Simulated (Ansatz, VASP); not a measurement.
# GaAs in VASP and in Ansatz

```xyz
2
Lattice="0.0000 2.8268 2.8268 2.8268 0.0000 2.8268 2.8268 2.8268 0.0000" Properties=species:S:1:pos:R:3 pbc="T T T"
As    4.2403    4.2403    4.2403
Ga    0.0000    0.0000    0.0000
```

Alike in both runs: task relaxation of cell and atoms; functional LDA; k mesh 8 × 8 × 8; occupations fermi-dirac, width 0.05 eV; no spin polarisation.

```csv
,VASP,Ansatz
version,VASP 6.6.1,Ansatz 0.2.0
potentials or method,"VASP PAW LDA potentials, release 64 (As, Ga_d)",Ansatz PAW
plane-wave cutoff (eV),600,420
valence electrons in the cell,18,28
```

VASP gave:

```
gap on the k mesh at the Fermi level, each at its own relaxed structure (eV) : 0.51
relaxed volume (Å³/atom)                                                     : 22.07
relaxed cell length with the largest relative difference (Å)                 : 3.967
energy change over the relaxation (meV/atom)                                 : -3
```

Which values does Ansatz return?

gap on the k mesh at the Fermi level, each at its own relaxed structure (eV): 0.49; relaxed volume (Å³/atom): 21.98; relaxed cell length with the largest relative difference (Å): 3.961; energy change over the relaxation (meV/atom): -4.

The two sets of potentials don't hold the same shells in valence.

Caveats: the plane-wave basis is chosen anew once the cell has moved, so the energies of steps on either side of that aren't comparable (Ansatz); the PAW data sets come from PBE, with cores solved anew for the run's functional, which leaves a small shift of forces and pressure (Ansatz). A k mesh can miss the band edges. LDA usually gives volumes a few per cent too small. Zero-point motion and thermal expansion aren't in these numbers.
